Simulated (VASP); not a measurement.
Set up this calculation in VASP 6.6.1, as the native input.

- Task: optical spectrum
- Functional: PBEsol
- Dispersion: D4
- Potentials or basis: VASP PAW PBE potentials, release 64 (Sm_3), 4f in core
- Cutoff: 520 eV
- k mesh: 10 × 10 × 10
- Occupations: gaussian, width 0.05 eV
- Spin: collinear spin, ferromagnetic start
- Starting moments: [5.0] μB
- Hubbard terms: Sm f U = 5 eV, J = 0.5 eV
- LDAUTYPE: 1
- Hund's J: 0.5
- Further INCAR settings: ALGO = Normal; EDIFF = 1e-07; NBANDS = 38

The structure of Sm lies in POSCAR:

```
Sm
1.0
   -1.8468850000      1.7986980000      2.5975250000
    1.8230850000     -1.7314060000      2.5328850000
    1.8796450000      1.7641660000     -2.5497740000
Sm
1
Direct
   -0.0184260000      0.0129340000      0.0078960000
```

The cell isn't the ideal one: cell strained at random at fixed volume.

These files were run (other wordings do the same):

INCAR

```
  PREC = Accurate
  ENCUT = 520
  EDIFF = 1E-7
  ISMEAR = 0
  SIGMA = 0.05
  LREAL = F
  LASPH = T
  NELM = 100
  ALGO = Normal
  ISIF = 2
  LWAVE = F
  LCHARG = F
  ISPIN = 2
  MAGMOM = 5
  LORBIT = 11
  LMAXMIX = 6
  LDAU = T
  LDAUTYPE = 1
  LDAUL = 3
  LDAUU = 5
  LDAUJ = 0.5
  LDAUPRINT = 1
  GGA = PS
  IVDW = 13
  LOPTICS = T
  NBANDS = 38
  NEDOS = 1000
  CSHIFT = 0.1
```

KPOINTS

```
regular mesh
0
Gamma
  10 10 10
```

Potentials or basis: VASP PAW PBE potentials, release 64 (Sm_3), 4f in core.

The run is started by

```bash
$ cat potpaw_PBE.64/Sm_3/POTCAR > POTCAR
$ mpirun -np 1 vasp_std > vasp.out
```

It gave:

```yaml
Pressure: -3.1 GPa
Band_gap_on_the_k_mesh: none (metal or under the smearing width)
Net_moment: 0.00 μB per cell
Valence_electrons_inside_the_program's_atomic_spheres: Sm 9.07
Dispersion_energy_per_atom: -0.145 eV
```

Caveat: the magnetic or orbital state may not be the lowest; U is put on an f shell that these potentials keep in the core, so it has next to no effect; spectra need much finer meshes, so this one isn't converged; independent-particle spectra lack excitons; the intraband (Drude) part of a metal's response may be missing; the PAW data sets were made with another functional, which shifts forces and pressure a little; spin-orbit coupling is left out, which moves the levels of the heavy elements; the 4f electrons are frozen in the core as for a trivalent ion, so they carry no moment and show no levels; pairwise dispersion overbinds metals, which lowers pressure and volume.

It took 11 min on 1 thread of Intel(R) Xeon(R) Platinum 8559C (Emerald Rapids), on a shared host, peak memory 1.2 GiB.
